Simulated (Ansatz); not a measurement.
Trial structures of Al2Co: starts and ends

These are results of Ansatz, DFT PBE, scalar-relativistic, plane waves, PAW, not measurements. All cells share a 420 eV cutoff and Γ-centred k meshes spaced at most about 0.3 Å⁻¹ (about 0.25 or finer for metals, 2π included). Collinear spin in cells that started with moments and kept them past the coarse steps, no spin elsewhere.

Each guess was relaxed in cell and atoms at zero pressure, within the symmetry of its start. Temperature and zero-point effects are left out. Coordination counts all near atoms (those within 1.25 times the shortest distance at each site; a plus sign parts nearer from farther groups; a slash parts the counts of unlike sites).

| guess | made from | start group | V start (Å³/atom) | end group | V end (Å³/atom) | coordination at the end | gap on mesh (eV) | largest moment (μB) | E over the lowest end (meV/atom) |
| --- | --- | --- | --- | --- | --- | --- | --- | --- | --- |
| 1 | ErGa2 type | P6/mmm | 14.0 | P6/mmm | 13.3 | Al 11, Co 14 | 0 | - | 0 |
| 2 | random cell | F-43m | 14.7 | ? | ? | ? | ? | ? | ? |
| 3 | TaV2 type | Fd-3m | 14.0 | Fd-3m (cubic Laves (C15)) | 14.0 | Al 6+6, Co 16 | 0 | 0.4 | 300 |
| 4 | random cell | P6/mmm | 17.1 | P6/mmm | 15.8 | Al 7+1, Co 8 | 0 | 1.6 | 423 |

Guess 2 as it starts:

```
Al Co
1.0
     0.00000    2.80508    2.80508
     2.80508    0.00000    2.80508
     2.80508    2.80508    0.00000
Al Co
2 1
Cartesian
  4.2076 4.2076 4.2076
  2.8051 2.8051 2.8051
  1.4025 1.4025 1.4025
```

**Question.** Fill in the missing row: what does this guess relax into, and where does it rank?

**Answer.** It ends in space group F-43m (No. 216), with a = 5.743 Å, 15.8 Å³/atom and no gap, with moments up to 0.0 μB. It lies 209 meV/atom over the lowest end, above guess 1 and below guess 3. Counting all near atoms, this end has Al 8/4+6, Co 4+6 and the lowest (guess 1) has Al 11, Co 14.

Space group F-43m (No. 216). a = 5.743 Å, b = 5.743 Å, c = 5.743 Å, α = 90.00°, β = 90.00°, γ = 90.00°
```csv
atom,site,symmetry,x,y,z
Al,4c,-43m,0.2500,0.2500,0.2500
Al,4b,-43m,0.5000,0.0000,0.0000
Co,4d,-43m,0.2500,0.2500,0.7500
```

The zero of energy is the elements' standard structures at the same level; no fitted shifts are applied.

**Question.** Is the lowest end bound against the elements?

**Answer.** Too close to call: its formation energy is −0.02 eV/atom. The formation energy is too near zero to say whether this cell lies below the elements.

Another magnetic order may lie lower. Trial moments died out on the coarse mesh in P6/mmm; another magnetic start might hold. Cells relaxed within their symmetry can be saddle points. A lower structure may well exist outside this small set. Some candidate types were left out of the draw beforehand, so a known form may be missing.

Guess 2 keeps its half-Heusler-like arrangement, with Al rather than Co on the site that has eight nearest neighbours. Symmetry then makes the Al–Al contacts as short as the Al–Co ones, which suits Co but squeezes Al, while a quarter of the bcc-like sites stay empty. This probably accounts for much of its 209 meV/atom. Density alone does not set the order: the Laves end is more compact, yet lies higher. There the usual size roles are reversed, with the smaller Co on the roomy 16-coordinate site and the larger Al crowded into the small-atom network.

The near-zero formation energy of even the best end is at odds with the strongly exothermic chemistry of Co and Al, in which Co d states hybridise with Al s and p states, as in CsCl-type CoAl. The likely cause is the choice of trial structures, none of which combines favourable Co–Al contacts with relaxed Al–Al distances. The ranking therefore compares poor candidates with one another and is no evidence that Co and Al bind weakly at this composition.
